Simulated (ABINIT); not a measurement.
The system is ScAl3.

```
CELL_PARAMETERS angstrom
4.08781 0.00000 0.00000
0.00000 4.08781 0.00000
0.00000 0.00000 4.08781
ATOMIC_POSITIONS crystal
Sc 0.00000 0.00000 0.00000
Al 0.50000 0.50000 0.00000
Al 0.00000 0.50000 0.50000
Al 0.50000 0.00000 0.50000
```

The cell is a database's computed one.

Base run:

* Program: ABINIT 10.8.3 (patched build)
* Functional: RPBE
* Potentials or basis: JTH PAW PBE v2.0
* Cutoff: 544 eV
* k mesh: 7 × 7 × 7
* Occupations: fermi-dirac, width 0.05 eV
* Spin: no spin polarisation

Its results: band gap on the k mesh none (metal or under the smearing width); pressure 2.9 GPa.

Question: The run is repeated on the same cell with these changes: functional from RPBE to PBEsol; potentials or basis from JTH PAW PBE v2.0 to PseudoDojo NC SR PBEsol v0.4.1 standard; cutoff from 544 eV to 1061 eV. What comes out?

Answer: Band gap on the k mesh none (metal or under the smearing width); pressure -1.2 GPa.

Caveats: the PAW data sets were made with another functional, which shifts forces and pressure a little (some runs).
